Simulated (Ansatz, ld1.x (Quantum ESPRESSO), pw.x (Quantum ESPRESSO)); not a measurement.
**Si (Z = 14): one change to the ultrasoft potential, in the atom and in the fcc crystal**

```
Element                 : Si
Generator               : ld1.x (Quantum ESPRESSO) 7.5
Type                    : ultrasoft
Functional              : PBEsol
Relativity              : scalar-relativistic
Frozen core             : [Ne]
Valence charge          : 4
Reference configuration : 3s2 3p2
Partial waves           : 3s (bound): rcut 1.60, rcutus 1.75 bohr; 3s channel at -0.3 Ry: rcut 1.60, rcutus 1.75 bohr; 3p (bound): rcut 1.90, rcutus 2.10 bohr; 3p channel at 1.5 Ry: rcut 1.90, rcutus 2.10 bohr
Local potential         : all-electron potential smoothed inside 1.80 bohr (lloc = -2)
Core correction         : Bessel-smoothed model core, default radius (core density twice the valence density)
Augmentation charge     : PSQ, radius 1.25 bohr
```

Change: all radii but the core radius scaled by about 0.90 (s 1.58, p 1.90 bohr, rcut 1.46/1.72); local potential all-electron potential smoothed inside 1.64 bohr (lloc = -2); augmentation PSQ, radius 1.14 bohr.

Cutoffs, loose and tight: the cutoffs (Ry, on a coarse ladder) from which the occupation-weighted sum of valence levels, in a spherical-Bessel basis at the reference potential, stays within 10 and 1 mRy of its value at 400 Ry. They do not see the model core or the augmentation charge, which bear on the density cutoff. Test errors are all-electron minus pseudo excitation energies from the reference, over the configurations 3s2 3p1; 3s2 3p0; 3s1 3p0; 3s1 3p2; 3s2 3p2.3; 3s1 3p3; 3s2 3p1.5; variants that change the core or the reference have their own tests.

Crystal test: fcc Si in pw.x 7.5, no spin, 15³ k-points, Fermi–Dirac smearing 0.01 Ry, cutoffs set for each file from its atomic test. The reference is all-electron LAPW (Ansatz 0.2.0) with the same functional, mesh and smearing; V0 and B0 come from Birch–Murnaghan fits to the pressures at five volumes. Errors are pseudo minus all-electron; Δ is the rms difference of the E(V) curves that follow from these fits, minima aligned, over ±6 % about the mean V0. Mesh and smearing are coarse, so the numbers serve the comparison and aren't converged zero-temperature values; the lattice is a test structure that the element need not adopt.

All-electron: a0 = 3.832 Å (V0 = 14.07 Å³/atom), B0 = 91.1 GPa.

Does the change bring the crystal closer to the all-electron result?

The mean pressure error goes from +10.55 to +8.22 GPa, so the change moves the solid closer to the all-electron pressures. Neither pressure curve crosses zero within the volumes sampled, so no fits are given.

```
                       quantity       base    changed
                 outcome (atom)  generated  generated
           cutoff, loose (atom)      10 Ry      12 Ry
           cutoff, tight (atom)      15 Ry      18 Ry
            bound ghosts (atom)       none       none
largest test error (meV) (atom)        -26        -38
           cutoffs in pw.x (Ry)     40/320     40/320
      mean pressure error (GPa)     +10.55      +8.22
```

Base: This is a poor potential for the solid. The atomic tests give no hint of an error of this size, and its cause was not traced. Changed file: This is a poor potential for the solid. The atomic tests give no hint of an error of this size, and its cause was not traced.
